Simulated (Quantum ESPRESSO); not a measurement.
Al, 1 atom in the cell. It takes space group Im-3m (No. 229, cubic). The conventional cell has a = 3.182 Å, b = 3.182 Å, c = 3.182 Å, α = 90.00°, β = 90.00°, γ = 90.00°. Al (site symmetry m-3m) has 8 Al at 2.76 Å as nearest neighbours. This isn't the form of Al at room conditions, which is fcc.

- Program: Quantum ESPRESSO 7.5
- Task: phonons
- Functional: PBEsol
- Potentials or basis: PseudoDojo 0.4.1 SR PBEsol standard
- Cutoff: 544 eV
- Density cutoff: 2177 eV
- k mesh: 12 × 12 × 12
- Occupations: cold, width 0.2 eV
- Spin: no spin polarisation
- Mixing beta: 0.5
- Most SCF iterations: 120
- SCF threshold: 2e-10 Ry

Potentials or basis: PseudoDojo 0.4.1 SR PBEsol standard.

Run with:

```console
$ OMP_NUM_THREADS=1 pw.x -in pw.in > pw.out
$ OMP_NUM_THREADS=1 pw.x -in scf2.in > scf2.out
$ OMP_NUM_THREADS=1 ph.x -in ph.in > ph.out
```

Hardware: 1 thread of Arm Neoverse V2 (shared host).

Q: How long does it take, and how much memory?

A: Run time: 12 s on 1 thread of Arm Neoverse V2, with other jobs on the host, peak memory 0.09 GiB. Counts: scf iterations 7, k pools 1, bands 6, k points 72, g dense 3781.
